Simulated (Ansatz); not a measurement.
# Si2W: single point with PBEsol

The system is Si2W.

```xyz
3
Lattice="-1.6069 1.6069 3.9150 1.6069 -1.6069 3.9150 1.6069 1.6069 -3.9150" Properties=species:S:1:pos:R:3 pbc="T T T"
W    -0.0037    0.0416   -0.0061
Si   -0.0323    0.0589    5.1936
Si   -0.0748   -0.0102    2.6451
```

The cell isn't the ideal one: atoms moved at random, drawn with an rms of 0.05 Å.

```yaml
Program: Ansatz 0.2.0
Task: single point
Functional: PBEsol
Potentials_or_basis: all-electron LAPW, scalar-relativistic
Cutoff: 262 eV (chosen from the basis error)
Basis_error_allowed: 0.001 eV/atom
k_mesh: 12 × 12 × 12
Occupations: fermi-dirac, width 0.05 eV
Spin: no spin polarisation
```

The pressure is -1.0 GPa. The largest force is 0.911 eV/Å. The band gap on the k mesh is none (metal or under the smearing width).

Forces on the atoms (eV/Å):
```
W   -0.560 -0.208  0.205
Si   0.027 -0.293  0.337
Si   0.533  0.501 -0.542
```

Stress tensor (GPa, compression positive):
```
-1.28  0.49 -0.41
 0.49 -1.24 -0.58
-0.41 -0.58 -0.60
```

Levels at points of the mesh, in eV from the Fermi level:
| k point | band 29 | band 30 | band 31 | band 32 | band 33 | band 34 |
| --- | --- | --- | --- | --- | --- | --- |
| (0.00, 0.00, 0.00) | -2.77 | -2.76 | 0.55 | 2.74 | 2.87 | 3.07 |
| (0.00, 0.00, -0.50) | -4.93 | -3.26 | -1.84 | 2.92 | 2.94 | 3.08 |
| (0.00, -0.50, 0.00) | -2.92 | -2.70 | -0.42 | 2.66 | 3.08 | 3.88 |
| (0.00, -0.50, -0.50) | -2.83 | -2.73 | -0.43 | 2.63 | 2.71 | 3.80 |
| (-0.50, 0.00, 0.00) | -2.92 | -2.70 | -0.41 | 2.66 | 3.17 | 3.91 |
| (-0.50, 0.00, -0.50) | -2.87 | -2.71 | -0.43 | 2.66 | 2.79 | 3.81 |
| (-0.50, -0.50, 0.00) | -4.91 | -3.27 | -1.85 | 2.93 | 2.94 | 3.10 |
| (-0.50, -0.50, -0.50) | -0.75 | -0.73 | -0.52 | -0.50 | 0.75 | 4.59 |

It took 5 min on 2 threads of Arm Neoverse V2, on a shared host, peak memory 2.4 GiB.

The run has no spin-orbit coupling, so splittings on W are missing.
